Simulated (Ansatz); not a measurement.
The system is CsI.

```xyz
2
Lattice="4.5667 0.0000 0.0000 0.0000 4.5667 0.0000 0.0000 0.0000 4.5667" Properties=species:S:1:pos:R:3 pbc="T T T"
Cs    0.0000    0.0000    0.0000
I     2.2833    2.2833    2.2833
```

Base run:

```yaml
Program: Ansatz 0.2.0
Functional: LDA
Potentials_or_basis: Ansatz PAW
Cutoff: "420 eV (not typed: the program's choice for these potentials)"
k_mesh: 5 × 5 × 5
Occupations: fermi-dirac, width 0.05 eV
Spin: spin-orbit coupling, no magnetisation
```

Its results: band gap on the k mesh 3.28 eV, direct; pressure -1.4 GPa.

Problem. The run is repeated on the same cell with these changes: functional from LDA to PBE. What comes out?

Solution. Band gap on the k mesh 3.64 eV, direct; pressure 0.8 GPa.

PBE binds less tightly than LDA, so the same cell stands under more pressure.

Caveats: the PAW data sets come from PBE, with cores solved anew for the run's functional, which leaves a small shift of forces and pressure (some runs).
